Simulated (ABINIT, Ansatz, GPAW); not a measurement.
# ZnO: band gap by level of theory

It takes space group P6_3mc (No. 186, hexagonal). The conventional cell has a = 3.249 Å, b = 3.249 Å, c = 5.206 Å, α = 90.00°, β = 90.00°, γ = 120.00°. Zn (site symmetry 3m) has 4 O at 1.97 to 1.98 Å as nearest neighbours. Around O (site symmetry 3m) lie 4 Zn at 1.97 to 1.98 Å.

```tsv
rung	level	program and potentials	cutoff (eV)	k mesh	task	core time	chip	band gap (eV)	notes
GGA	PBE	Ansatz, Ansatz PAW	420	5 × 5 × 3	band structure	5.2 s	Intel Xeon	0.80	coarse mesh
GGA	PBEsol	Ansatz, Ansatz PAW	420	5 × 5 × 3	band structure	5.4 s	Intel Xeon	0.70	coarse mesh; potentials made for PBE, which Ansatz adapts in part
GGA	RPBE	Ansatz, Ansatz PAW	420	5 × 5 × 3	band structure	5.5 s	Intel Xeon	0.90	coarse mesh; potentials made for PBE, which Ansatz adapts in part
GGA	BLYP	Ansatz, Ansatz PAW	420	5 × 5 × 3	band structure	5.5 s	Intel Xeon	0.95	coarse mesh; potentials made for PBE, which Ansatz adapts in part
LDA	LDA	Ansatz, Ansatz PAW	420	5 × 5 × 3	band structure	7.8 s	Intel Xeon	0.73	coarse mesh; potentials made for PBE, which Ansatz adapts in part
GGA	revPBE	Ansatz, Ansatz PAW	420	5 × 5 × 3	band structure	8 s	Intel Xeon	0.87	coarse mesh; potentials made for PBE, which Ansatz adapts in part
meta-GGA	r2SCAN	Ansatz, Ansatz PAW	500	5 × 5 × 3	band structure	9.8 s	Intel Xeon	1.23	coarse mesh; potentials made for PBE, which Ansatz adapts in part
GGA	PBE	GPAW, PAW data sets generated for this functional	800	6 × 6 × 3	band structure	78 s	Intel Xeon Platinum 8488C Sapphire Rapids	0.79	coarse mesh
GGA	PBE	ABINIT, JTH PAW PBE v2.0	626	12 × 12 × 6	single point	4.5 min	Arm Neoverse V2	0.79	-
```

Times are single runs on shared hosts and different chips, so they are rough; meshes, cutoffs and the tasks' sizes weigh on the time. All rows: no spin polarisation. Gaps are the least found on the k mesh or the band path, and a mesh can miss the band edges. The cell comes from a database and isn't always the measured one. Meshes differ between rows, which moves values too. All levels ran on this one cell, unrelaxed unless noted. Meshes are those of the run's cell of 4 atoms unless a note names another. Misses use the values as printed. Runs on faulty files, with rough fits or with known faults for this quantity aren't shown. No row holds spin-orbit coupling.

Measured: 3.38 eV (pmc:10652265, doi:10.1021/acsomega.3c06556).

Task: Which of the timed runs without a coarse mesh or an atomic basis is the cheapest that comes within 0.3 eV of the measured band gap?

Result: None of them does; the nearest misses by -2.59 eV. LDA and GGA gaps fall short mostly because these functionals lack the derivative discontinuity; the runs are for a static lattice, while measurements hold temperature and zero-point motion.
